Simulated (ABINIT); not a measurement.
# Ta in ABINIT: the effect of functional

Ta:

```
CELL_PARAMETERS angstrom
-1.65128 1.65128 1.65128
1.65128 -1.65128 1.65128
1.65128 1.65128 -1.65128
ATOMIC_POSITIONS crystal
Ta 0.00000 0.00000 0.00000
```

Alike in all runs:

```yaml
Program: ABINIT 10.8.3 (patched build)
Task: band structure
Potentials_or_basis: JTH PAW PBE v2.0
Cutoff: 626 eV
k_mesh: 11 × 11 × 11
Occupations: fermi-dirac, width 0.05 eV
Spin: no spin polarisation
```

**Question.** One run gave: pressure 5.5 GPa. Which functional did it use?
A. RPBE
B. revPBE
C. AM05
D. PBE
E. PBEsol

**Answer.** A.

```csv
functional,pressure (GPa)
PBE,2.1
LDA,-9.6
PBEsol,-4.6
RPBE,5.5
BLYP,8.5
AM05,-5.3
r2SCAN,0.2
SCAN,-5.3
revPBE,4.6
PW91,1.7
WC,-3.7
```

Caveats: the PAW data sets were made with another functional, which shifts forces and pressure a little (some runs).
